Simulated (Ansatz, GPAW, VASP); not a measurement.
# Mg: programs and potentials compared

```
CELL_PARAMETERS angstrom
3.20930 0.00000 0.00000
-1.60465 2.77934 0.00000
0.00000 0.00000 5.21030
ATOMIC_POSITIONS crystal
Mg 0.66667 0.33333 0.75000
Mg 0.33333 0.66667 0.25000
```

Alike in all runs: task single point; functional PBE; k mesh 10 × 10 × 5; occupations gaussian, width 0.015 eV; no spin polarisation; no spin-orbit coupling. Pressure is positive in compression and, in plane waves, holds the error of the finite cutoff.

```
                        program and potentials  plane-wave cutoff (eV)                                    notes  pressure (GPa)
    GPAW, GPAW PAW data sets (gpaw-data 1.2.1)                     800  10 valence electrons an atom on average           -0.53
Ansatz, all-electron LAPW, scalar-relativistic                       -                                        -           -0.47
                VASP, PBE PAW files Mg, 520 eV                     520   2 valence electrons an atom on average           -0.58
```

The pressure spans -0.58 (VASP, PBE PAW files Mg, 520 eV) to -0.47 GPa (Ansatz, all-electron LAPW, scalar-relativistic), with all-electron results at -0.47.

Differences between rows come from potentials, basis sets and numerical settings, since the functional is the same but for its coding. Runs on potential files found faulty are left out.
